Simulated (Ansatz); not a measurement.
**Mg (P6_3/mmc): electronic heat capacity and spin susceptibility from the density of states**

Method: DFT PBE, scalar-relativistic, plane waves, PAW in Ansatz.

Settings: cutoff 420 eV, Γ-centred mesh 15×15×4 on the computed 4-atom cell, Gaussian smearing of 0.10 eV; no spin polarisation.

Relaxed cell: P6_3/mmc, a = 3.210 Å, b = 3.210 Å, c = 10.319 Å, α = 90.00°, β = 90.00°, γ = 120.00°, 4 atoms in the primitive cell.

The density of states at the Fermi level is 1.797 states/eV in the cell of 4 atoms (4 formula units; both spins, tetrahedra on a 23×23×6 mesh).

Task: What Sommerfeld coefficient and Pauli susceptibility does this give?

Result: Per formula unit N(E_F) = 0.449 states/eV. γ = (π²/3) k_B² N(E_F) N_A = 2.357 mJ/(mol K²) per state/eV, so γ = 1.1 mJ/(mol K²), a mole of formula units. χ_P = μ_B² N(E_F) N_A = 3.23×10⁻⁵ emu/mol per state/eV gives 1.5×10⁻⁵ emu/mol. This is the bare band result: a measured γ of the same phase is as a rule larger by a factor 1 + λ from phonons and spin fluctuations, the spin part of χ is larger by the Stoner factor, and a measured χ also holds orbital and core terms. N(E_F) at one energy is sensitive to the mesh where the density of states has sharp peaks.

Cost: 1 run of about 0.6 core-minutes, on Arm Neoverse V2 (shared hosts).